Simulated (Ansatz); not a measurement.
All-electron equations of state of elemental crystals

All-electron LAPW (Ansatz 0.2.0), scalar-relativistic, no spin, Fermi–Dirac smearing 0.136 eV, k-meshes of 8 to 18 points an axis; Birch–Murnaghan fits to pressures. Some or most of these lattices are hypothetical for the element, and V0 is the minimum nearest the starting volume; lattices without a usable fit are left out; mesh and smearing are coarse, and magnetic elements are treated as non-magnetic.

```tsv
element	lattice	functional	V0 (Å³/atom)	B0 (GPa)	B′	k-points per axis
Hf	bcc	LDA	20.51	110	3.3	13
Hf	bcc	PBEsol	21.39	104	3.1	13
Hf	diamond	LDA	30.33	31	3.2	8
Hf	diamond	PBE	35.25	29	1.8	8
Hf	diamond	PBEsol	32.54	30	1.9	8
Hf	fcc	PBE	22.63	102	3.3	13
Hf	fcc	PBEsol	21.65	108	3.3	13
Hf	sc	LDA	22.66	85	3.5	12
Hf	sc	PBE	24.89	72	3.4	11
Hf	sc	PBEsol	23.60	78	3.3	11
```

Task: Give V0 and B0 for fcc Hf in LDA.

Result: 20.82 Å³/atom and 114.6 GPa.

Task: Give V0 and B0 for bcc Hf in PBE.

Result: 22.42 Å³/atom and 98.4 GPa.
